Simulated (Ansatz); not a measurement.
A (001) slab of HfSi2 (Cmcm (No. 63)), 8 planes, outer planes HfSi2 (top) and HfSi2 (bottom), with 24 atoms (Hf8Si16) in a surface cell of A = 26.180 Å², as cut from the bulk:

```
CELL_PARAMETERS angstrom
3.65000 0.00000 0.00000
-1.82500 7.17250 0.00000
0.00000 0.00000 27.72636
ATOMIC_POSITIONS crystal
Hf 0.89530 0.79061 0.27050
Si 0.55518 0.11036 0.27050
Si 0.25022 0.50044 0.27050
Hf 0.10470 0.20939 0.33607
Si 0.44482 0.88964 0.33607
Si 0.74978 0.49956 0.33607
Hf 0.89530 0.79061 0.40164
Si 0.55518 0.11036 0.40164
Si 0.25022 0.50044 0.40164
Hf 0.10470 0.20939 0.46721
Si 0.44482 0.88964 0.46721
Si 0.74978 0.49956 0.46721
Hf 0.89530 0.79061 0.53279
Si 0.55518 0.11036 0.53279
Si 0.25022 0.50044 0.53279
Hf 0.10470 0.20939 0.59836
Si 0.44482 0.88964 0.59836
Si 0.74978 0.49956 0.59836
Hf 0.89530 0.79061 0.66393
Si 0.55518 0.11036 0.66393
Si 0.25022 0.50044 0.66393
Hf 0.10470 0.20939 0.72950
Si 0.44482 0.88964 0.72950
Si 0.74978 0.49956 0.72950
```

Computed with Ansatz, DFT PBEsol, scalar-relativistic, plane waves, PAW. Cutoff 420 eV; k points 10×5×1 on the computed 24-atom cell (Γ-centred); Gaussian smearing, width 0.10 eV; no spin polarisation. The cell repeats along c with a dipole correction in the vacuum.

Against the same 24 atoms in the bulk, the slab as cut lies 6.032 eV higher and the relaxed slab 5.478 eV higher.

(1) Work out the surface energy before and after relaxation.

(2) What is the ideal work of this cut, per area?

Answers

(1) The slab has two faces, so γ = (E_slab − N·E_bulk)/(2A), the mean of both. As cut: 6.032/(2 × 26.180) = 0.1152 eV/Å², and 1 eV/Å² = 16.02 J/m², so γ = 1.85 J/m². Relaxed: 5.478/(2 × 26.180) = 0.1046 eV/Å² = 1.68 J/m². Relaxation recovers 9 % of the cost of cutting.

(2) Griffith's ideal work is 2γ: 3.69 J/m² if the new faces stay rigid, 3.35 J/m² if they relax. One thickness was run, 8 planes, so γ can still shift with it.